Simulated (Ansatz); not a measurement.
**GaAs: band gap under strain**

Aim: follow the gap of zincblende GaAs through these states: +2.0 % biaxial strain in x and y, free along z; +3.0 % biaxial strain in x and y, free along z; +4.0 % biaxial strain in x and y, free along z. The table at the end shows which levels were run.

The runs shown are made with Ansatz 0.2.0. PAW datasets, plane waves. Calculated at 0 K for a non-magnetic cell.

## Step 1: The structure to begin with

The unstrained cell was relaxed with r2SCAN; in each strained cell the atoms were relaxed again with r2SCAN. Names of k-points are those of the unstrained zone, where strain can split equivalent points. First state: +2.0 % biaxial strain in x and y, free along z.

Space group I-4m2 (No. 119), tetragonal; conventional cell a = 4.087 Å, c = 5.569 Å, 23.25 Å³ an atom. Ga has 4 As at 2.47 Å; As has 4 Ga at 2.47 Å.

As a file:

```
CELL_PARAMETERS angstrom
0.00000 2.88975 2.78443
2.88975 0.00000 2.78443
2.88975 2.88975 0.00000
ATOMIC_POSITIONS crystal
Ga 0.00000 0.00000 0.00000
As 0.25000 0.25000 0.25000
```

From earlier runs on the unstrained cell: PBE 0.47 eV, r2SCAN 0.96 eV, HSE06 1.36 eV, r2SCAN+SOC 0.86 eV, G0W0 1.20 eV (on its mesh); a = 5.666 Å.

## Step 2: +2.0 % biaxial strain in x and y, free along z: PBE

input.yaml reads:

```yaml
crystal:
  lattice:
    - [0.0, 2.8897467974, 2.7844347822]
    - [2.8897467974, 0.0, 2.7844347822]
    - [2.8897467974, 2.8897467974, 0.0]
  atoms:
    - { symbol: Ga, position: [0.0, 0.0, 0.0] }
    - { symbol: As, position: [0.25, 0.25, 0.25] }
kpoints:
  mp_grid: { grid: [8, 8, 8] }
  band_path:
    path:
      - [0.0, 0.0, 0.0]
      - [-0.5, -0.5, 0.0]
      - [-0.375, -0.375, 0.25]
      - [-0.375, 0.0, 0.375]
      - [0.0, 0.0, 0.5]
      - [-0.5, -0.25, 0.25]
    npoints: 1
hamiltonian:
  xc: pbe
scf:
  occupations: { method: fermi_dirac, width: 0.02 }
  n_extra_bands: 4
output:
  forces: true
  stress: true
  eigenvalues: true
```

Started as:

```bash
$ ansatz run input.yaml --threads 2 --pin off --max-ram 20275MiB --backend cpu --events-out ev --progress --plain --runs-dir out
```

After this run come: +2.0 % biaxial strain in x and y, free along z: r2SCAN; +2.0 % biaxial strain in x and y, free along z: HSE06; +2.0 % biaxial strain in x and y, free along z: r2SCAN+SOC; +3.0 % biaxial strain in x and y, free along z: PBE; +3.0 % biaxial strain in x and y, free along z: r2SCAN; +3.0 % biaxial strain in x and y, free along z: HSE06; +3.0 % biaxial strain in x and y, free along z: r2SCAN+SOC; +4.0 % biaxial strain in x and y, free along z: PBE; +4.0 % biaxial strain in x and y, free along z: r2SCAN; +4.0 % biaxial strain in x and y, free along z: HSE06; +4.0 % biaxial strain in x and y, free along z: r2SCAN+SOC.

What does the calculation give?

**Answer**, as computed:

Least gap in eV (negative: overlap), with the change from the unstrained cell in brackets:

```
                                         state  volume change (%)           PBE        r2SCAN         HSE06
+2.0 % biaxial strain in x and y, free along z               +2.3  0.16 (-0.31)  0.64 (-0.32)  1.03 (-0.33)
+3.0 % biaxial strain in x and y, free along z               +3.3  0.01 (-0.46)  0.48 (-0.48)  0.86 (-0.50)
+4.0 % biaxial strain in x and y, free along z               +4.4  0.00 (-0.47)  0.33 (-0.63)  0.70 (-0.66)
```

**Reading.** The largest move of the HSE06 gap in the table is -0.663 eV, under +4.0 % biaxial strain in x and y, free along z. PBE and HSE06 differ by 0.90 eV on the unstrained gap, and by at most 0.20 eV on its change: the two disagree on the size of the gap but agree on its response to strain. Under +3.0 % biaxial strain in x and y, free along z and under +4.0 % biaxial strain in x and y, free along z PBE gives no gap, or under 0.02 eV, while HSE06 has one.
